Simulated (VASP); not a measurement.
Write the native input for VASP 6.6.1 that does the following.

* Task: single point
* Functional: PBE
* Potentials or basis: VASP PAW PBE potentials, release 64 (Pr_3), 4f in core
* Cutoff: 600 eV
* k mesh: 9 × 9 × 9
* Occupations: gaussian, width 0.02 eV
* Spin: collinear spin, ferromagnetic start
* Starting moments: [2.0] μB
* Further INCAR settings: ALGO = Fast; EDIFF = 1e-06; NBANDS = 16

The structure of Pr lies in POSCAR:

```
Pr
1.0
    0.0000000000      2.5805000000      2.5805000000
    2.5805000000      0.0000000000      2.5805000000
    2.5805000000      2.5805000000      0.0000000000
Pr
1
Direct
    0.0000000000      0.0000000000      0.0000000000
```

This isn't the form of Pr at room conditions, which is double hcp.

The input as run:

INCAR

```
  PREC = Accurate
  ENCUT = 600
  EDIFF = 1E-6
  ISMEAR = 0
  SIGMA = 0.02
  LREAL = False
  LASPH = True
  NELM = 120
  ALGO = Fast
  ISIF = 2
  LWAVE = False
  LCHARG = False
  ISPIN = 2
  MAGMOM = 2
  LORBIT = 11
  LMAXMIX = 6
  GGA = PE
  NBANDS = 16
```

KPOINTS

```
Automatic mesh
0
Gamma
  9 9 9
```

Potentials or basis: VASP PAW PBE potentials, release 64 (Pr_3), 4f in core.

The run is started by

```sh
$ cat potpaw_PBE.64/Pr_3/POTCAR > POTCAR
$ mpirun -np 1 vasp_std > vasp.out
```

It gave:

The pressure is 2.2 GPa and the band gap on the k mesh is none (metal or under the smearing width). The net moment is 0.00 μB per cell and the valence electrons inside the program's atomic spheres are Pr 8.82.

Caveat: the magnetic or orbital state may not be the lowest; spin-orbit coupling is left out, which moves the levels of the heavy elements; the 4f electrons are frozen in the core as for a trivalent ion, so they carry no moment and show no levels.

Wall time 36 s on 1 thread of Intel(R) Xeon(R) Platinum 8559C (Emerald Rapids) (shared host), peak memory 0.2 GiB.
